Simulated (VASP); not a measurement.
# Rb (Immm) in VASP: further runs

The runs below take Rb through single point, with PBE.

Program: VASP 6.6.1. These are calculated values, not measurements. Logs are shortened: lines on timing, memory, paths and dates and some standing lists are left out, and cuts for length are marked.

## 1. The cell of the first run

The structure is orthorhombic, space group Immm (No. 71). Conventional cell: a = 5.274 Å, b = 5.671 Å, c = 6.068 Å, α = 90.00°, β = 90.00°, γ = 90.00°.

This isn't the form of Rb at room conditions, which is bcc.

## 2. Single point, PBE (engineering shear strain xy +0.0000, strain +e along x and -e along y -0.0700)

File INCAR:

```
ALGO = Normal
EDIFF = 1E-7
ENCUT = 520
GGA = PE
ISIF = 2
ISMEAR = 0
LASPH = True
LCHARG = False
LREAL = False
LWAVE = False
NBANDS = 10
NELM = 60
PREC = Accurate
SIGMA = 0.15
```

File KPOINTS:

```
k-points
0
Gamma
  12 12 12
```

File POSCAR:

```
Rb
1.0
   -2.6368109068      3.0337501830      2.8352805449
    2.6368109068     -3.0337501830      2.8352805449
    2.6368109068      3.0337501830     -2.8352805449
Rb
1
Direct
    0.0000000000      0.0000000000      0.0000000000
```

Potentials or basis: VASP PAW PBE potentials, release 64 (Rb_sv).

Command:

```sh
cat potpaw_PBE.64/Rb_sv/POTCAR > POTCAR
mpirun -np 1 vasp_std > vasp.out
```

OUTCAR:

```text
EDIFF = 1E-7
   ENCUT = 520
   GGA = PE
   ISIF = 2
   ISMEAR = 0
   LASPH = True
   LREAL = False
   NELM = 60
   PREC = Accurate

 ion  position               nearest neighbor table
   1  0.000  0.000  0.000-

  LATTYP: Found a body centered orthorhombic cell.
 ALAT       =     5.2736218136
 B/A-ratio  =     1.0752688172
 C/A-ratio  =     1.1505376344

  Lattice vectors:

 A1 = (  -2.6368109068,  -3.0337501830,   2.8352805449)
 A2 = (   2.6368109068,  -3.0337501830,  -2.8352805449)
 A3 = (   2.6368109068,   3.0337501830,   2.8352805449)

Analysis of symmetry for initial positions (statically):
=====================================================================
 Subroutine PRICEL returns:
 Original cell was already a primitive cell.

 Routine SETGRP: Setting up the symmetry group for a
 body centered orthorhombic supercell.

 Subroutine GETGRP returns: Found  8 space group operations
 (whereof  8 operations were pure point group operations)
 out of a pool of  8 trial point group operations.

The static configuration has the point symmetry D_2h.

Analysis of symmetry for dynamics (positions and initial velocities):
=====================================================================
 Subroutine PRICEL returns:
 Original cell was already a primitive cell.

 Routine SETGRP: Setting up the symmetry group for a
 body centered orthorhombic supercell.

 Subroutine GETGRP returns: Found  8 space group operations
 (whereof  8 operations were pure point group operations)
 out of a pool of  8 trial point group operations.

The dynamic configuration has the point symmetry D_2h.

 Subroutine INISYM returns: Found  8 space group operations
 (whereof  8 operations are pure point group operations),
 and found     1 'primitive' translations

----------------------------------------------------------------------------------------

                                     Primitive cell

  volume of cell :      90.7225

  direct lattice vectors                    reciprocal lattice vectors
    -2.636810907  3.033750183  2.835280545     0.000000000  0.164812516  0.176349392
     2.636810907 -3.033750183  2.835280545     0.189623002  0.000000000  0.176349392
     2.636810907  3.033750183 -2.835280545     0.189623002  0.164812516  0.000000000

  length of vectors
     4.918864473  4.918864473  4.918864473     0.241375793  0.258951715  0.251237036

  position of ions in fractional coordinates (direct lattice)
     0.000000000  0.000000000  0.000000000

  ion indices of the primitive-cell ions
   primitive index   ion index
                 1           1

----------------------------------------------------------------------------------------

 KPOINTS: k-points

Automatic generation of k-mesh.
 Grid dimensions read from file:
 generate k-points for:   12   12   12

 Generating k-lattice:

  Cartesian coordinates                     Fractional coordinates (reciprocal lattice)
     0.000000000  0.013734376  0.014695783     0.083333333 -0.000000000  0.000000000
     0.015801917  0.000000000  0.014695783    -0.000000000  0.083333333  0.000000000
     0.015801917  0.013734376  0.000000000     0.000000000  0.000000000  0.083333333

  Length of vectors
     0.020114649  0.021579310  0.020936420

  Shift w.r.t. Gamma in fractional coordinates (k-lattice)
     0.000000000  0.000000000  0.000000000

 Subroutine IBZKPT returns following result:
 ===========================================

 Found    280 irreducible k-points:

 Following reciprocal coordinates:
            Coordinates               Weight
  0.000000  0.000000  0.000000      1.000000
  0.083333 -0.000000  0.000000      4.000000
  0.166667 -0.000000  0.000000      4.000000
  0.250000 -0.000000  0.000000      4.000000
  0.333333 -0.000000  0.000000      4.000000
  0.416667 -0.000000  0.000000      4.000000
[... 16 lines left out ...]
  0.250000  0.166667  0.000000      8.000000
  0.333333  0.166667  0.000000      8.000000
 [... further k-points ...]
   k-points           NKPTS =    280   k-points in BZ     NKDIM =    280   number of bands    NBANDS=     10
   number of dos      NEDOS =    301   number of ions     NIONS =      1
   total plane-waves  NPLWV =  64000
   dimension x,y,z NGX =    40 NGY =   40 NGZ =   40
   dimension x,y,z NGXF=    80 NGYF=   80 NGZF=   80
   ions per type =               1
   NGX,Y,Z   is equivalent  to a cutoff of  13.52, 13.52, 13.52 a.u.
   NGXF,Y,Z  is equivalent  to a cutoff of  27.04, 27.04, 27.04 a.u.
 SYSTEM =  unknown system
   PREC   = accura    normal or accurate (medium, high low for compatibility)
   ISTART =      0    job   : 0-new  1-cont  2-samecut
   ICHARG =      2    charge: 1-file 2-atom 10-const
   ISPIN  =      1    spin polarized calculation?
   LNONCOLLINEAR =      F non collinear calculations
   LSORBIT =      F    spin-orbit coupling
   LASPH  =      T    aspherical Exc in radial PAW
   ENCUT  =  520.0 eV  38.22 Ry    6.18 a.u.   9.15  9.15  9.15*2*pi/ulx,y,z
   NELM   =     60;   NELMIN=  2; NELMDL= -5     # of ELM steps
   EDIFF  = 0.1E-06   stopping-criterion for ELM
   LREAL  =      F    real-space projection
[... 7 lines left out ...]
   TEBEG  =    0.0;   TEEND  =   0.0 temperature during run
   PSTRESS=    0.0 pullay stress
   NELECT =       9.0000    total number of electrons
   NUPDOWN=      -1.0000    fix difference up-down
   EMIN   =  10.00;   EMAX   =-10.00  energy-range for DOS
   EFERMI =   0.00;   METHOD = LEGACY
   ISMEAR =     0;   SIGMA  =   0.15  broadening in eV -4-tet -1-fermi 0-gaus
   EFERMI_NEDOS =   21; number of points for ismear=-14 and -15
   IALGO  =     38    algorithm
   IMIX   =      4    mixing-type and parameters
     AMIX     =   0.40;   BMIX     =  1.00
     AMIX_MAG =   1.60;   BMIX_MAG =  1.00
  volume/ion in A,a.u.               =      90.72       612.23
  Fermi-wavevector in a.u.,A,eV,Ry     =   0.757851  1.432131  7.814353  0.574339
  Thomas-Fermi vector in A             =   1.856290
   LORBIT       =      0    0 simple, 1 ext, 2 COOP (PROOUT), +10 PAW based schemes
   GGA     = PE    functional components
   LHFCALC =     F    Hartree Fock is set to
   AEXX    =    0.0000 exact exchange contribution
   IVDW    =     0    specifies the selected vdW correction
   LEPSILON=     F    determine dielectric tensor
   LRPA    =     F    only Hartree local field effects (RPA)
 non-spin polarized calculation
 Gauss-broadening in eV      SIGMA  =   0.15
  energy-cutoff  :      520.00
  volume of cell :       90.72
 maximum number of plane-waves:      2461
 NGX is ok and might be reduce to    40
   NGX = 19   NGY = 19   NGZ = 19

 number of electron       9.0000000 magnetization

 Free energy of the ion-electron system (eV)
  ---------------------------------------------------
  ext. energy  EPLUGINS =         0.00000000
  ---------------------------------------------------
  free energy    TOTEN  =        -0.93965840 eV

  energy without entropy =       -0.92901519  energy(sigma->0) =       -0.93433679

 E-fermi :   0.0165     XC(G=0):  -5.4732

 val. band max:        0.0069083905   @ k =  -0.2500  -0.3333   0.1667
 cond. band min:       0.0323451863   @ k =   0.5000   0.0833   0.0000
 fundamental gap:      0.0254367958
 Fermi energy:         0.0165025858

 k-point     1 :       0.0000    0.0000    0.0000
  band No.  band energies     occupation
      1     -28.8825      2.00000
      2     -12.9252      2.00000
      3     -12.9245      2.00000
      4     -12.9240      2.00000
      5      -1.9571      2.00000
      6       3.3720      0.00000
      7       3.7858      0.00000
      8       4.0816      0.00000
      9       4.2071      0.00000
     10       5.0432      0.00000

 k-point     2 :       0.0833   -0.0000    0.0000
  band No.  band energies     occupation
      1     -28.8823      2.00000
      2     -12.9315      2.00000
      3     -12.9257      2.00000
      4     -12.9246      2.00000
      5      -1.8803      2.00000
      6       3.2715      0.00000
      7       3.7681      0.00000
      8       4.0710      0.00000
      9       4.0838      0.00000
     10       4.9614      0.00000

 k-point     3 :       0.1667   -0.0000    0.0000
  band No.  band energies     occupation
      1     -28.8815      2.00000
      2     -12.9494      2.00000
      3     -12.9305      2.00000
      4     -12.9240      2.00000
      5      -1.6547      2.00000
      6       2.8765      0.00000
      7       3.6145      0.00000
      8       3.9991      0.00000
      9       4.2486      0.00000
     10       4.8242      0.00000

 k-point     4 :       0.2500   -0.0000    0.0000
  band No.  band energies     occupation
      1     -28.8806      2.00000
      2     -12.9737      2.00000
      3     -12.9369      2.00000
      4     -12.9232      2.00000
      5      -1.2942      2.00000
      6       2.3014      0.00000
      7       3.3919      0.00000
      8       4.0677      0.00000
      9       4.6019      0.00000
     10       4.7531      0.00000
[... 222 lines left out ...]
 k-point    22 :       0.1667    0.1667    0.0000
  band No.  band energies     occupation
      1     -28.8799      2.00000
      2     -12.9808      2.00000
      3     -12.9431      2.00000
      4     -12.9307      2.00000
      5      -1.0207      2.00000
      6       2.2737      0.00000
      7       2.8326      0.00000
      8       4.0869      0.00000
      9       4.5124      0.00000
     10       5.0689      0.00000

 k-point    23 :       0.2500    0.1667    0.0000
  band No.  band energies     occupation
      1     -28.8791      2.00000
      2     -12.9974      2.00000
      3     -12.9515      2.00000
      4     -12.9309      2.00000
      5      -0.5512      2.00000
      6       1.7318      0.00000
      7       2.6619      0.00000
      8       4.0861      0.00000
      9       4.6843      0.00000
     10       5.1557      0.00000

 k-point    24 :       0.3333    0.1667    0.0000
  band No.  band energies     occupation
      1     -28.8785      2.00000
      2     -13.0088      2.00000
      3     -12.9587      2.00000
      4     -12.9305      2.00000
      5      -0.0059      1.16759
      6       1.1633      0.00000
      7       2.5415      0.00000
      8       3.9951      0.00000
      9       4.7597      0.00000
     10       5.3045      0.00000

 [... further k-points ...]
[... 5 lines left out ...]
  --------------------------------------------------------------------------------------
  -------------------------------------------------------------------------------------
  Total        0.0386318      0.0004196     -0.0074306      0.0000000      0.0000000      0.0000000
  in kB        0.6822454      0.0074105     -0.1312264      0.0000000      0.0000000      0.0000000
  external PRESSURE =       0.1861432 kB  Pullay stress =       0.0000000 kB

 VOLUME and BASIS-vectors are now :
 -----------------------------------------------------------------------------
  energy-cutoff  :      520.00
  volume of cell :       90.72
      direct lattice vectors                 reciprocal lattice vectors
    -2.636810907  3.033750183  2.835280545     0.000000000  0.164812516  0.176349392
     2.636810907 -3.033750183  2.835280545     0.189623002  0.000000000  0.176349392
     2.636810907  3.033750183 -2.835280545     0.189623002  0.164812516  0.000000000

 POSITION                                       TOTAL-FORCE (eV/Angst)
 -----------------------------------------------------------------------------------
      0.00000      0.00000      0.00000        -0.000000     -0.000000     -0.000000
 -----------------------------------------------------------------------------------
    total drift:                                0.000000      0.000000     -0.000000

  FREE ENERGIE OF THE ION-ELECTRON SYSTEM (eV)
  ---------------------------------------------------
  free  energy   TOTEN  =        -0.9396584017 eV

  energy  without entropy=       -0.9290151853  energy(sigma->0) =       -0.93433679
```

Run time: 83 s. Hardware: 1 thread of Intel Xeon 6975P-C (Granite Rapids), shared host; peak memory 0.4 GiB.

What came out:

- Free energy: -0.9397 eV
- Pressure: 0.0 GPa
- Band gap on the k mesh: none (metal or under the smearing width)

Levels at points of the mesh, in eV from the Fermi level:
```csv
k point,band 1,band 2,band 3,band 4,band 5,band 6,band 7,band 8,band 9,band 10
"(0.00, 0.00, 0.00)",-28.90,-12.94,-12.94,-12.94,-1.97,3.36,3.77,4.07,4.19,5.03
"(0.50, 0.00, 0.00)",-28.90,-13.04,-12.97,-12.94,0.11,0.63,3.01,3.98,5.02,5.55
"(0.00, 0.50, 0.00)",-28.89,-13.04,-12.98,-12.95,0.37,0.96,2.27,4.46,4.89,5.46
"(0.50, 0.50, 0.00)",-28.89,-13.04,-12.97,-12.95,0.26,0.81,2.59,4.14,5.18,5.47
"(0.50, 0.50, 0.50)",-28.89,-13.02,-13.01,-12.99,1.09,1.41,2.62,3.24,4.00,4.84
```

## 3. Single point, PBE (engineering shear strain xy -0.1400, strain +e along x and -e along y +0.0000)

File INCAR:

```
PREC     = Accurate       # precision mode
ENCUT    = 520            # plane-wave cutoff, eV
EDIFF    = 1E-7           # SCF threshold, eV
ISMEAR   = 0              # smearing method
SIGMA    = 0.15           # smearing width, eV
LREAL    = F              # projectors in reciprocal space
LASPH    = T              # aspherical terms in the spheres
NELM     = 100            # most SCF steps
ALGO     = Normal         # electronic algorithm
ISIF     = 2              # what is computed and relaxed
LWAVE    = F              # write WAVECAR
LCHARG   = F              # write CHGCAR
GGA      = PE             # functional
NBANDS   = 10             # bands
```

File KPOINTS:

```
regular mesh
0
Gamma
  12 12 12
```

File POSCAR:

```
Rb
1.0
   -3.0337501830      3.0337501830      2.8352805449
    3.0337501830     -3.0337501830      2.8352805449
    2.6368109068      2.6368109068     -2.8352805449
Rb
1
Direct
    0.0000000000      0.0000000000      0.0000000000
```

Potentials or basis: VASP PAW PBE potentials, release 64 (Rb_sv).

Command:

```sh
cat potpaw_PBE.64/Rb_sv/POTCAR > POTCAR
mpirun -np 1 vasp_std > vasp.out
```

OUTCAR:

```text
PREC = Accurate
   ENCUT = 520
   EDIFF = 1E-7
   ISMEAR = 0
   LREAL = F
   LASPH = T
   NELM = 100
   ISIF = 2
   GGA = PE

 ion  position               nearest neighbor table
   1  0.000  0.000  0.000-

  LATTYP: Found a face centered orthorhombic cell.
 ALAT       =     5.6705610898
 B/A-ratio  =     1.3152186130
 C/A-ratio  =     1.5132085117

  Lattice vectors:

 A1 = (  -0.3969392762,   5.6705610898,   0.0000000000)
 A2 = (  -3.0337501830,   3.0337501830,   2.8352805449)
[... 484 lines left out ...]
      1     -28.8936      2.00000
      2     -13.0007      2.00000
      3     -12.9704      2.00000
      4     -12.9357      2.00000
      5      -0.6148      2.00000
      6       1.8589      0.00000
      7       2.3075      0.00000
      8       4.4844      0.00000
      9       4.7141      0.00000
     10       5.1267      0.00000

 [... further k-points ...]
[... 5 lines left out ...]
  --------------------------------------------------------------------------------------
  -------------------------------------------------------------------------------------
  Total        0.0072005      0.0072005      0.0403643      0.1508637      0.0000000      0.0000000
  in kB        0.1271615      0.1271615      0.7128423      2.6642837      0.0000000      0.0000000
  external PRESSURE =       0.3223884 kB  Pullay stress =       0.0000000 kB

 VOLUME and BASIS-vectors are now :
 -----------------------------------------------------------------------------
  energy-cutoff  :      520.00
  volume of cell :       90.72
      direct lattice vectors                 reciprocal lattice vectors
    -3.033750183  3.033750183  2.835280545     0.012405243  0.177217759  0.176349392
     3.033750183 -3.033750183  2.835280545     0.177217759  0.012405243  0.176349392
     2.636810907  2.636810907 -2.835280545     0.189623002  0.189623002  0.000000000

 POSITION                                       TOTAL-FORCE (eV/Angst)
 -----------------------------------------------------------------------------------
      0.00000      0.00000      0.00000        -0.000000      0.000000      0.000000
 -----------------------------------------------------------------------------------
    total drift:                                0.000000      0.000000     -0.000000

  FREE ENERGIE OF THE ION-ELECTRON SYSTEM (eV)
  ---------------------------------------------------
  free  energy   TOTEN  =        -0.9302233480 eV

  energy  without entropy=       -0.9199873309  energy(sigma->0) =       -0.92510534
```

OSZICAR:

```text
N       E                     dE             d eps       ncg     rms          rms(c)
DAV:   1     0.442713867324E+02    0.44271E+02   -0.33070E+03  5600   0.659E+02
DAV:   2     0.202988085662E+01   -0.42242E+02   -0.41224E+02  6272   0.124E+02
DAV:   3    -0.791321775347E+00   -0.28212E+01   -0.28136E+01  7198   0.331E+01
DAV:   4    -0.926692551512E+00   -0.13537E+00   -0.13512E+00  8286   0.620E+00
DAV:   5    -0.928830325835E+00   -0.21378E-02   -0.21372E-02  7388   0.742E-01    0.122E+00
DAV:   6    -0.929264216266E+00   -0.43389E-03   -0.21325E-03  8094   0.261E-01    0.738E-01
DAV:   7    -0.930097756698E+00   -0.83354E-03   -0.32248E-03  6718   0.323E-01    0.484E-02
DAV:   8    -0.930209050732E+00   -0.11129E-03   -0.11639E-04  6652   0.833E-02    0.208E-02
DAV:   9    -0.930223680991E+00   -0.14630E-04   -0.16084E-05  7418   0.307E-02    0.532E-03
DAV:  10    -0.930223295991E+00    0.38500E-06   -0.43761E-06  8092   0.117E-02    0.102E-03
DAV:  11    -0.930223348043E+00   -0.52052E-07   -0.16024E-07  6196   0.246E-03
   1 F= -.93022335E+00 E0= -.92510534E+00  d E =-.102360E-01
```

stdout:

```text
POSCAR found type information on POSCAR Rb
 POSCAR found :  1 types and       1 ions
 scaLAPACK will be used
 LDA part: xc-table for (Slater+PW92), standard interpolation
 POSCAR, INCAR and KPOINTS ok, starting setup
 FFT: planning ... GRIDC
 FFT: planning ... GRID_SOFT
 FFT: planning ... GRID
 WAVECAR not read
 entering main loop
```

Run time: 75 s. Hardware: 1 thread of Intel Xeon 6975P-C (Granite Rapids), shared host; peak memory 0.39 GiB.

What came out:

```
Free energy            : -0.9302 eV
Pressure               : 0.0 GPa
Band gap on the k mesh : none (metal or under the smearing width)
```

## 4. Single point, PBE (engineering shear strain xy -0.0700, strain +e along x and -e along y +0.0000)

File INCAR:

```
SYSTEM = Rb
PREC = Accurate
ENCUT = 520
EDIFF = 1E-7
ISMEAR = 0
SIGMA = 0.15
LREAL = .FALSE.
LASPH = .TRUE.
NELM = 60
ALGO = Normal
ISIF = 2
LWAVE = .FALSE.
LCHARG = .FALSE.
GGA = PE
NBANDS = 10
```

File KPOINTS:

```
Automatic mesh
0
G
  12 12 12
  0 0 0
```

File POSCAR:

```
Rb
1.0
   -2.9345153640      2.9345153640      2.8352805449
    2.9345153640     -2.9345153640      2.8352805449
    2.7360457258      2.7360457258     -2.8352805449
Rb
1
Direct
    0.0000000000      0.0000000000      0.0000000000
```

Command:

```sh
cat potpaw_PBE.64/Rb_sv/POTCAR > POTCAR
mpirun -np 1 vasp_std > vasp.out
```

It took 72 s on 1 thread of Intel Xeon 6975P-C (Granite Rapids), shared host; peak memory 0.4 GiB.

The run converged. Its results:

```yaml
Free_energy: -0.9381 eV
Pressure: 0.0 GPa
Band_gap_on_the_k_mesh: none (metal or under the smearing width)
```

Stress tensor (GPa, compression positive):
```
0.00 0.13 0.00
0.13 0.00 0.00
0.00 0.00 0.02
```

Levels at points of the mesh, in eV from the Fermi level:
```csv
k point,band 1,band 2,band 3,band 4,band 5,band 6,band 7,band 8,band 9
"(0.00, 0.00, 0.00)",-28.91,-12.95,-12.95,-12.94,-1.97,3.53,3.59,3.84,4.62
"(0.50, 0.00, 0.00)",-28.90,-13.05,-12.98,-12.95,0.24,0.78,2.57,4.27,5.07
"(0.50, 0.50, 0.00)",-28.90,-13.03,-12.97,-12.95,0.11,0.63,2.60,4.45,5.33
"(0.00, 0.00, 0.50)",-28.90,-13.06,-12.99,-12.95,0.37,0.96,2.57,4.07,4.99
"(0.50, 0.50, 0.50)",-28.90,-13.03,-13.02,-13.00,1.25,1.27,3.24,3.25,3.29
```

## 5. Summary

| cell | gap on the mesh (eV) | pressure (GPa) |
| --- | --- | --- |
| engineering shear strain xy +0.0000, strain +e along x and -e along y -0.0700 | none | 0.0 |
| engineering shear strain xy -0.1400, strain +e along x and -e along y +0.0000 | none | 0.0 |
| engineering shear strain xy -0.0700, strain +e along x and -e along y +0.0000 | none | 0.0 |

Alike in all rows: task single point; level PBE; potentials or basis VASP PAW PBE potentials, release 64 (Rb_sv); no spin polarisation; k mesh 12 × 12 × 12; cutoff (eV) 520; smearing gaussian 0.15 eV.

Total energies depend on the potentials used, so only differences within one code and one set of settings carry meaning.
